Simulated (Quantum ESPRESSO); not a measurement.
## SrO (Fm-3m): zone-centre phonons

Which modes does SrO (Fm-3m) have at the zone centre?

Program: Quantum ESPRESSO 7.5. Level of theory: DFT LDA, scalar-relativistic, plane waves, PseudoDojo norm-conserving pseudopotentials. Results are calculated unless marked as measured.

This is a report of a sequence of runs, with most program output left out.

The database entry behind the starting cell differs from later determinations by our own check (about 0.5 % short), so it need not match the best structure at ambient conditions.

**1. The starting structure**

The structure is cubic, space group Fm-3m (No. 225). Conventional cell: a = 5.133 Å, b = 5.133 Å, c = 5.133 Å, α = 90.00°, β = 90.00°, γ = 90.00°. Sr has 6 O at 2.57 Å nearest. Nearest to O lie 6 Sr at 2.57 Å. Farther neighbours and most contacts between anions are not listed.

**2. A probe with smearing**

Before anything dear is run, a loose run with smearing shows whether this is a metal and how far the cell is from rest.

File probe.in:

```
&control
   calculation = 'scf'
   prefix = 'x'
   outdir = './tmp'
   pseudo_dir = './pseudo'
   tprnfor = .true.
   tstress = .true.
   verbosity = 'high'
/
&system
   ibrav = 0
   nat = 2
   ntyp = 2
   ecutwfc = 84.0
   occupations = 'smearing'
   smearing = 'gaussian'
   degauss = 0.01
/
&electrons
   conv_thr = 1.0d-07
   mixing_beta = 0.7
   electron_maxstep = 100
/
ATOMIC_SPECIES
 Sr     87.6200  Sr.upf
 O      15.9990  O.upf
CELL_PARAMETERS angstrom
     0.000000000    2.566300000    2.566300000
     2.566300000    0.000000000    2.566300000
     2.566300000    2.566300000    0.000000000
ATOMIC_POSITIONS crystal
 Sr     0.500000000   0.500000000   0.500000000
 O      0.000000000   0.000000000   0.000000000
K_POINTS automatic
 6 6 6 0 0 0
```

The run is started by

```console
> OMP_NUM_THREADS=1 mpirun -n 4 pw.x -nk 4 -in probe.in > probe.out
```

Elapsed: 3.1 s, on 4 MPI ranks of Intel Xeon Platinum 8488C (Sapphire Rapids), shared host.

Numbers from this step:

- volume per atom: 16.90 Å³
- pressure: -4.04 GPa
- gap on the k-mesh: 3.163 eV

A gap of 3.2 eV opens on this mesh, so the crystal is taken as an insulator; the start stands at -4.0 GPa.

**3. Relaxation**

The relaxation runs at a cutoff a fifth above that of the response, since stress converges more slowly with the basis than frequencies do. Forces and stress are brought to rest with tight thresholds.

File relax.in:

```
&control
   calculation = 'vc-relax'
   prefix = 'x'
   outdir = './tmp'
   pseudo_dir = './pseudo'
   tprnfor = .true.
   tstress = .true.
   forc_conv_thr = 2.0d-05
   etot_conv_thr = 1.0d-07
   nstep = 40
/
&system
   ibrav = 0
   nat = 2
   ntyp = 2
   ecutwfc = 101
   occupations = 'fixed'
   nbnd = 10
/
&electrons
   conv_thr = 1.0d-11
   mixing_beta = 0.7
   electron_maxstep = 100
/
&ions
/
&cell
   press_conv_thr = 0.2
/
ATOMIC_SPECIES
 Sr     87.6200  Sr.upf
 O      15.9990  O.upf
CELL_PARAMETERS angstrom
     0.000000000    2.566300000    2.566300000
     2.566300000    0.000000000    2.566300000
     2.566300000    2.566300000    0.000000000
ATOMIC_POSITIONS crystal
 Sr     0.500000000   0.500000000   0.500000000
 O      0.000000000   0.000000000   0.000000000
K_POINTS automatic
 6 6 6 0 0 0
```

The run is started by

```console
> OMP_NUM_THREADS=1 mpirun -n 4 pw.x -nk 4 -in relax.in > relax.out
```

Run time: 14 s. Hardware: 4 MPI ranks; 57 s of CPU time.

The steps of the relaxation:

| step | energy less that of the first step (eV) | largest force (eV/Å) | pressure (GPa) | volume (Å³) |
| --- | --- | --- | --- | --- |
| 1 | 0.0000 | 0.0000 | -4.01 | 33.80 |
| 2 | -0.0133 | 0.0000 | -2.16 | 33.12 |
| 3 | -0.0181 | 0.0000 | 0.18 | 32.35 |
| 4 | -0.0182 | 0.0000 | -0.01 | 32.41 |
| 5 | -0.0182 | 0.0000 | 0.00 | 32.41 |
| 6 | -0.0181 | 0.0000 | 0.00 | 32.41 |

| conventional cell, symmetrised | before | after | change |
| --- | --- | --- | --- |
| a (Å) | 5.133 | 5.061 | -1.4 % |
| b (Å) | 5.133 | 5.061 | -1.4 % |
| c (Å) | 5.133 | 5.061 | -1.4 % |
| volume (Å³/atom) | 16.90 | 16.20 | -4.1 % |

Final coordinates:

```cif
data_structure
_symmetry_space_group_name_H-M 'P 1'
_symmetry_Int_Tables_number 1
_cell_length_a 3.5787
_cell_length_b 3.5787
_cell_length_c 3.5787
_cell_angle_alpha 60.000
_cell_angle_beta 60.000
_cell_angle_gamma 60.000
_cell_volume 32.41
loop_
_atom_site_label
_atom_site_type_symbol
_atom_site_fract_x
_atom_site_fract_y
_atom_site_fract_z
_atom_site_occupancy
Sr1 Sr 0.50000 0.50000 0.50000 1
O2 O 0.00000 0.00000 0.00000 1
```

The last row of the table of steps is pw.x's closing run on a basis chosen anew for the final cell, so its energy can jump.

Numbers from this step:

| Quantity | Value |
| --- | --- |
| volume per atom | 16.20 Å³ |
| pressure | -0.002 GPa |
| gap on the k-mesh | 3.131 eV |

The volume changes by -4.1 % from the cell with which this run began.

**4. Self-consistent run for the response**

The response is built on this ground state, so it is converged far tighter than an energy would need. With a gap, occupations are fixed, which also allows the response to an electric field.

File scf.in:

```
&control
   calculation = 'scf'
   prefix = 'x'
   outdir = './tmp'
   pseudo_dir = './pseudo'
   tprnfor = .true.
   tstress = .true.
/
&system
   ibrav = 0
   nat = 2
   ntyp = 2
   ecutwfc = 84.0
   occupations = 'fixed'
   nbnd = 10
/
&electrons
   conv_thr = 1.0d-12
   mixing_beta = 0.7
   electron_maxstep = 100
/
ATOMIC_SPECIES
 Sr     87.6200  Sr.upf
 O      15.9990  O.upf
CELL_PARAMETERS angstrom
     0.000000000    2.530523872    2.530523872
     2.530523872    0.000000000    2.530523872
     2.530523872    2.530523872    0.000000000
ATOMIC_POSITIONS crystal
 Sr     0.500000000   0.500000000   0.500000000
 O      0.000000000   0.000000000   0.000000000
K_POINTS automatic
 6 6 6 0 0 0
```

The run is started by

```console
> OMP_NUM_THREADS=1 mpirun -n 4 pw.x -nk 4 -in scf.in > scf.out
```

Elapsed: 3.5 s, on 4 MPI ranks.

Numbers from this step:

| Item | Value |
| --- | --- |
| pressure | -0.02700 GPa |

The cell stands at -0.027 GPa, close enough for phonons.

**5. Linear response at Γ**

At q = 0 one unit cell holds all displacements; symmetry groups them into irreducible representations that are solved one by one. The response to a field gives ε∞ and the Born charges, which polar modes need.

File ph.in:

```
phonons
&inputph
   prefix = 'x'
   outdir = './tmp'
   fildyn = 'g.dyn'
   tr2_ph = 1.0d-18
   epsil = .true.
/
0.000000000000 0.000000000000 0.000000000000
```

The run is started by

```console
> OMP_NUM_THREADS=1 mpirun -n 4 ph.x -nk 4 -in ph.in > ph.out
```

Wall time 34 s (4 MPI ranks).

Numbers from this step:

```yaml
miss_of_the_charge_sum_rule: 0.003580 e
largest_acoustic_frequency_at_the_zone_centre_before_the_sum_rule: 0.86 cm⁻¹
highest_optical_zone_centre_mode_no_lo_to_term: 216.4 cm⁻¹
lowest_optical_zone_centre_mode: 216.4 cm⁻¹
mean_high_frequency_dielectric_constant: 3.877
largest_born_charge_in_size_third_of_the_trace: 2.481 e
```

Born charge (rows field, columns displacement), before the sum rule (e), principal values of the symmetric part by kind of site:

| atom | atoms with these values | low | middle | high | mean |
| --- | --- | --- | --- | --- | --- |
| Sr1 | 1 | 2.48 | 2.48 | 2.48 | 2.48 |
| O2 | 1 | -2.48 | -2.48 | -2.48 | -2.48 |

In full for Sr1:

```
2.48 0.00 0.00
0.00 2.48 0.00
0.00 0.00 2.48
```

High-frequency dielectric tensor:

```
3.88 0.00 0.00
0.00 3.88 0.00
0.00 0.00 3.88
```

The acoustic modes at Γ come out as far as 0.9 cm⁻¹ from zero, where they should vanish, a small numerical error; the Born charges miss their sum rule by 0.0036 e, which is good.

**6. Zone-centre analysis**

A rigid shift of the crystal must cost nothing, but grids and finite bases break this; the acoustic sum rule is imposed before the matrix is diagonalised again. With Born charges the intensities follow, and the static dielectric tensor.

File dynmat.in:

```
&input
   fildyn = 'g.dyn'
   asr = 'simple'
   fileig = 'dynmat.eig'
   lperm = .true.
/
```

The run is started by

```console
> dynmat.x -in dynmat.in > dynmat.out
```

Run time: 0.59 s. Hardware: 1 thread.

This step gave:

```yaml
mean_static_dielectric_constant: 18.61
```

Unit eigenvectors of the mass-weighted matrix after the sum rule; no LO-TO term. The modes at Γ (shares of kinetic energy by element, %):

| mode | frequency (cm⁻¹) | symmetry | Sr % | O % |
| --- | --- | --- | --- | --- |
| 1 | 0.0 | acoustic | 85 | 15 |
| 2 | 0.0 | acoustic | 85 | 15 |
| 3 | 0.0 | acoustic | 85 | 15 |
| 4 | 216.4 | T1u | 15 | 85 |
| 5 | 216.4 | T1u | 15 | 85 |
| 6 | 216.4 | T1u | 15 | 85 |

Displacements in mode 6 (216.4 cm⁻¹), the largest set to 1:
```
Sr1  0.00  0.07 -0.18
O2   0.00 -0.36  1.00
```

Degenerate modes summed, no LO-TO term. Infrared lines, with heights relative to the strongest:

| position (cm⁻¹) | lines merged | label | IR intensity, relative |
| --- | --- | --- | --- |
| 216 | 3 | T1u | 100 |

Static dielectric tensor (ions relaxed, fixed cell):

```
18.61  0.00  0.00
 0.00 18.61  0.00
 0.00  0.00 18.61
```

The rule moves no optical mode by more than 0.1 cm⁻¹.

**7. The LO-TO splitting (1 0 0)**

A longitudinal polar mode sets up a macroscopic field that stiffens it; the term hangs on the direction from which q goes to zero.

File dynmat.in:

```
&input
   fildyn = 'g.dyn'
   asr = 'simple'
   fileig = 'dynmat.eig'
   q(1) = 1.0
   q(2) = 0.0
   q(3) = 0.0
/
```

The run is started by

```console
> dynmat.x -in dynmat.in > dynmat.out
```

Elapsed: 0.6 s, on 1 thread.

This step gave:

```yaml
highest_mode_moved_by_the_lo_to_term: 474.1 cm⁻¹
```

Zone-centre frequencies as printed; negative means imaginary. Modes:

| mode | frequency (cm⁻¹) |
| --- | --- |
| 1 | 0 |
| 2 | 0 |
| 3 | 0 |
| 4 | 216.4 |
| 5 | 216.4 |
| 6 | 474.1 |

The field moves one mode, from 216 to 474 cm⁻¹; the others stay.

**8. Summary of results**

```
space group after relaxation                                           : Fm-3m
volume per atom                                                        : 16.2 Å³
gap on the k-mesh                                                      : 3.13 eV
highest optical zone-centre mode (no LO-TO term)                       : 216.4 cm⁻¹
highest mode moved by the LO-TO term                                   : 474.1 cm⁻¹
mean high-frequency dielectric constant                                : 3.88
largest Born charge in size (third of the trace)                       : 2.48 e
mean static dielectric constant                                        : 18.6
imaginary optical modes at the zone centre (no q mesh in this session) : none
```

**Reading.** At the LDA level the optical modes of SrO (Fm-3m) at the zone centre (no LO-TO term) lie at 216 cm⁻¹. Along the directions run, the highest mode that the macroscopic field moves lies at 474 cm⁻¹. Lattice motion raises the mean dielectric constant from 3.877 to 18.61. The Born charge of O is -2.481 e against a formal charge of -2, somewhat above it. The Lyddane-Sachs-Teller relation holds: (ωLO/ωTO)² is 4.80 and ε₀/ε∞ is 4.80. Left out of this account: PBE with PseudoDojo NC, since it is gradient-corrected and no frozen-mode check or second program bears its response out; PBEsol with PseudoDojo NC, since it is gradient-corrected and no frozen-mode check or second program bears its response out. What is said of the levels holds for those shown. These are harmonic frequencies at zero temperature: anharmonic shifts and linewidths and thermal expansion are left out.

[Host names and launcher messages were left out of these logs when they were recorded.]

[Logs are printed without paths, hosts, clocks, repeated set-up lines and the standing remarks that a program may print on its own settings, such as how far it seeks lower states.]

[Hosts, paths, dates, database ids (printed as entryN), source tags and the programs' standing remarks are cut or masked in the printed files.]
